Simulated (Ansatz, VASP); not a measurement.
## Be in VASP and in Ansatz

Contents of INCAR:

```
PREC     = Accurate       # precision mode
ENCUT    = 520            # plane-wave cutoff, eV
EDIFF    = 1E-6           # SCF threshold, eV
ISMEAR   = -1             # smearing method
SIGMA    = 0.08           # smearing width, eV
LREAL    = False          # projectors in reciprocal space
LASPH    = True           # aspherical terms in the spheres
NELM     = 100            # most SCF steps
ALGO     = Normal         # electronic algorithm
ISIF     = 2              # what is computed and relaxed
LWAVE    = False          # write WAVECAR
LCHARG   = False          # write CHGCAR
GGA      = PE             # functional
NBANDS   = 9              # bands
```

Contents of KPOINTS:

```
Automatic mesh
0
Gamma
  19 19 11
```

File POSCAR:

```
Be
1.0
    1.8976415267      0.0000000000      0.0000000000
   -0.9488207633      1.6434057694      0.0000000000
    0.0000000000      0.0000000000      3.0412248606
Be
2
Direct
    0.3333333333      0.6666666667      0.2500000000
    0.6666666667      0.3333333333      0.7500000000
```

Input for Ansatz:

```yaml
crystal:
  lattice:
    - [1.8976415267, 0.0, 0.0]
    - [-0.9488207633, 1.6434057694, 0.0]
    - [0.0, 0.0, 3.0412248606]
  atoms:
    - { symbol: Be, position: [0.3333333333, 0.6666666667, 0.25] }
    - { symbol: Be, position: [0.6666666667, 0.3333333333, 0.75] }
kpoints:
  mp_grid: { grid: [19, 19, 11] }
scf:
  occupations: { method: fermi_dirac, width: 0.08 }
hamiltonian:
  xc: pbe
  pseudopotentials: { kind: all_electron, lapw: { basis_error: 0.001 } }
output:
  forces: true
  stress: true
  eigenvalues: true
  populations: true
```

Change from the starting cell: volume scaled by 0.6, LAPW.

Alike in both runs: task single point; functional PBE; k mesh 19 × 19 × 11; occupations fermi-dirac, width 0.08 eV; no spin polarisation.

|  | VASP | Ansatz |
| --- | --- | --- |
| version | VASP 6.6.1 | Ansatz 0.2.0 |
| potentials or method | VASP PAW PBE potentials, release 64 (Be) | all-electron LAPW, scalar-relativistic |
| plane-wave cutoff (eV) | 520 | see its input |

Ansatz gave:

```
pressure (GPa) : 145.6
```

What did VASP give for the same quantities?

Pressure (GPa): 146.7.

Ansatz ran all-electron here, so the differences hold the error of VASP's frozen core and of both bases.

Caveats: the cell as given lies far from equilibrium; so large a pressure means that the cell lies far from this level's equilibrium, or that cutoff or potentials fall short (VASP).
